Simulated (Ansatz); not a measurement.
A plane-wave DFT run in Ansatz 0.2.0 (scalar-relativistic PAW potentials unless the input names others): input and command.

```yaml
crystal:
  lattice:
    - [0.0, 2.7623874444, 2.7215639846]
    - [2.7623874444, 0.0, 2.7215639846]
    - [2.7623874444, 2.7623874444, 0.0]
  atoms:
    - { symbol: Zn, position: [0.0, 0.0, 0.0] }
    - { symbol: S, position: [0.75, 0.75, 0.75] }
basis:
  ecutwfc: 420
kpoints:
  mp_grid: { grid: [8, 8, 8] }
hamiltonian:
  xc: pbe
scf:
  occupations: { method: gaussian, width: 0.05 }
  algorithm: direct_min
output:
  forces: true
  eigenvalues: true
  stress: true
```

```bash
ansatz run input.yaml --threads 2 --pin off --max-ram 5120MiB --backend cpu --events-out ev --progress --plain --runs-dir out
```

Abridged log:
```
Basis set: ecut = 420 eV, 845 PW (Γ), exchange–correlation on 54×54×54 points (8 copies of the dense FFT grid, shifted against one another)
Bands: 13, of which v1, the nominal top of the filled ones, is band 9 counted from 1 (8 counted from 0)
Symmetry: 8 space group operations
k-points: 59 of 512 (time reversal used)
SCF iter   1: F=—  HF=-4222.725766 eV  |F-HF|=—  |Δ(HF+E_count)|=         —  Δρ=7.31e-4  dr2=3.12e-4  ethr=1.77e-3  ⟨swp⟩=10.5  Hψ=4049  notcnv=0
SCF iter   2: F=—  HF=-4222.725956 eV  |F-HF|=—  |Δ(HF+E_count)|=   1.90e-4  Δρ=2.23e-4  dr2=2.51e-5  ethr=1.40e-7  ⟨swp⟩=2.1  Hψ=3708  notcnv=0  defer=2
SCF iter   3: F=—  HF=-4222.725949 eV  |F-HF|=—  |Δ(HF+E_count)|=   6.54e-6  Δρ=4.63e-5  dr2=8.18e-7  ethr=1.39e-7  ⟨swp⟩=3.0  Hψ=1485  notcnv=0
SCF iter   4: F=-4222.725949 eV  HF=-4222.725949 eV  |F-HF|=2.16e-8  |Δ(HF+E_count)|=   4.13e-7  Δρ=6.05e-6  dr2=1.80e-8  ethr=4.55e-9  ⟨swp⟩=2.9  Hψ=1419  notcnv=0
the search or the solves at the SCF's close seem to have found levels that the self-consistency loop had missed (the run counts 1). By its estimate they hold under 1e-12 electrons; where the run keeps them, the occupations were computed again with them
SCF 1 converged in 4 iterations: F = -4222.725949 eV  dr2 = 1.80e-8
  Residual-converged pass: ⟨swp⟩=4.0  Hψ=2205  notcnv=0  max |occ|·‖R‖ = 6.4e-6 eV (tolerance 6.7e-6 eV) dr2=2.07e-8  dr2_onsite=4.14e-9  max |Δocc| = 4.2e-155
SCF converged after 4 iterations
Stability not checked: this state was not tested for a lower state beside it, because a direct minimisation reached the state, and no test of it is asked (direct_minimisation; see scf.lower_state_search)
Free energy (F): -4222.725949 eV
Harris-Foulkes:  -4222.725949 eV  (|F-HF|=2.16e-8)
Internal energy: -4222.725949 eV  (E = F + TS)
E sigma→0 (E₀):  -4222.725949 eV
Fermi energy:    6.097705 eV
--- Forces (eV/Å), atoms counted from 1 ---
  atom   1  Zn     0.00000000     0.00000000     0.00000000
  atom   2  S      0.00000000     0.00000000     0.00000000
--- Stress (GPa, compression-positive) ---
       -2.127856       0.000000       0.000000
        0.000000      -2.127856       0.000000
        0.000000       0.000000      -1.521118
  P = ⅓ Tr σ = -1.9256 GPa (-19.256 kbar)
```

Apart from outputs and empty bands, the input differs from a reference run on usual settings in scf.algorithm: not typed → "direct_min". The reference, at the same geometry (not necessarily relaxed), gave pressure -1.93 GPa, largest force 0.000 eV/Å, gap on the mesh 1.86 eV. This run converged in 4 SCF iterations (reference: 6) with an energy at zero smearing within 0.01 meV/atom of the reference's, pressure -1.93 GPa, largest force 0.000 eV/Å, gap on the mesh 1.86 eV.

The run took 0.94 s on 2 threads of AMD EPYC 9R45 96-Core Processor (Zen 5) (shared host), peak memory 0.42 GiB.